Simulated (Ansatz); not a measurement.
# Ge: squeezing one contact

One table from this session's results is given with a row withheld; the runs are named, their logs left out.

Method: DFT, PBE, PAW with Ansatz's default frozen-core files, scalar-relativistic, in Ansatz 0.2.0.

1 further run of the same task is left out (it didn't finish). Runs told in other sessions of the task aren't counted.

## Starting point

The structure is cubic, space group Fd-3m (No. 227). Conventional cell: a = 5.749 Å, b = 5.749 Å, c = 5.749 Å, α = 90.00°, β = 90.00°, γ = 90.00°. Ge (site symmetry -43m) has 4 Ge at 2.49 Å in its first shell of neighbours.

Structure file:

```
Ge
1.0
     0.00000    2.87445    2.87445
     2.87445    0.00000    2.87445
     2.87445    2.87445    0.00000
Ge
2
Direct
  0.87500 0.87500 0.87500
  0.12500 0.12500 0.12500
```

Atoms are numbered in the order of the input: Ge1, Ge2.

Set-up of the first run:

Input file input.yaml:

```yaml
crystal:
  lattice:
    - [0.0, 2.8744485395, 2.8744485395]
    - [2.8744485395, 0.0, 2.8744485395]
    - [2.8744485395, 2.8744485395, 0.0]
  atoms:
    - { symbol: Ge, position: [-0.125, -0.125, -0.125] }
    - { symbol: Ge, position: [0.125, 0.125, 0.125] }
kpoints:
  mp_grid: { grid: [9, 9, 9] }
scf:
  occupations: { method: fermi_dirac, width: 0.05 }
hamiltonian:
  xc: pbe
  pseudopotentials: { kind: paw }
output:
  forces: true
  stress: true
  eigenvalues: true
  populations: true
```

The run is started by

```console
ansatz run input.yaml --threads 1 --pin off --max-ram 2048MiB --backend cpu --events-out ev --progress --plain --runs-dir out
```

Among the steps run: Shortest bond scaled by 1, PAW; Shortest bond scaled by 1.1, PAW; Shortest bond scaled by 0.88, PAW; Shortest bond scaled by 0.82, PAW; Shortest bond scaled by 0.64, PAW.

One of the session's tables, all rows but one given; the rest of the session is left out.

```
method  length (Å)  F from the given length (eV/cell)  force along the bond (eV/Å)  pressure (GPa)  largest force (eV/Å)
   PAW       1.593                             10.504                       40.182           65.57                40.182
   PAW       2.041                                  ?                            ?               ?                     ?
   PAW       2.191                              0.587                        4.452            4.11                 4.452
   PAW       2.489                              0.000                        0.000            0.39                 0.000
   PAW       2.738                              0.236                       -1.668            1.74                 1.668
```

**Question.** Estimate the row for PAW, 2.041.

**Answer.** F from the given length (eV/cell): 1.508; force along the bond (eV/Å): 8.119; pressure (GPa): 10.01; largest force (eV/Å): 8.119. In the column «F from the given length (eV/cell)» it lies between PAW, 2.191 (0.587) and PAW, 1.593 (10.504).
